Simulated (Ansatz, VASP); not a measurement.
One calculation of Zr, two programs

INCAR

```
SYSTEM = Zr
PREC = Accurate
ENCUT = 520
EDIFF = 1E-6
ISMEAR = 0
SIGMA = 0.1
LREAL = .FALSE.
LASPH = .TRUE.
NELM = 60
ALGO = Normal
ISIF = 2
LWAVE = .FALSE.
LCHARG = .FALSE.
GGA = PS
NBANDS = 25
```

File KPOINTS:

```
regular mesh
0
G
  6 6 6
  0 0 0
```

File POSCAR:

```
Zr
1.0
    4.8058727512      0.0000000000      0.0000000000
   -2.4029363756      4.1620078899      0.0000000000
    0.0000000000      0.0000000000      2.9789107623
Zr
3
Direct
    0.0000000000      0.0000000000      0.0000000000
    0.3333333333      0.6666666667      0.5000000000
    0.6666666667      0.3333333333      0.5000000000
```

Input for Ansatz:

```yaml
crystal:
  lattice:
    - [4.8058727512, 0.0, 0.0]
    - [-2.4029363756, 4.1620078899, 0.0]
    - [0.0, 0.0, 2.9789107623]
  atoms:
    - { symbol: Zr, position: [0.0, 0.0, 0.0] }
    - { symbol: Zr, position: [0.3333333333, 0.6666666667, 0.5] }
    - { symbol: Zr, position: [0.6666666667, 0.3333333333, 0.5] }
basis:
  ecutwfc: 420
kpoints:
  mp_grid: { grid: [6, 6, 6] }
hamiltonian:
  xc: pbesol
scf:
  occupations: { method: gaussian, width: 0.1 }
output:
  forces: true
  stress: true
  eigenvalues: true
```

Alike in both runs: task single point; functional PBEsol; k mesh 6 × 6 × 6; occupations gaussian, width 0.1 eV; no spin polarisation.

|  | VASP | Ansatz |
| --- | --- | --- |
| version | VASP 6.6.1 | Ansatz 0.2.0 |
| potentials or method | VASP PAW PBE potentials, release 64 (Zr_sv) | scalar-relativistic, plane waves, PAW |
| plane-wave cutoff (eV) | 520 | 420 |
| valence electrons in the cell | 36 | 36 |

VASP gave:

- gap on the k mesh at the Fermi level (eV): none
- pressure (GPa): 13.9
- largest component of the traceless stress (GPa): 1.47

**Question.** Estimate Ansatz's values.

**Answer.** gap on the k mesh at the Fermi level (eV): none; pressure (GPa): 13.8; largest component of the traceless stress (GPa): 1.49.

A gap of «none» marks a metal or a gap that the smearing closes. With one functional, cell and mesh, what is left measures potentials, basis and numerics.

Caveats: the PAW data sets were made with another functional, which shifts forces and pressure a little (VASP).
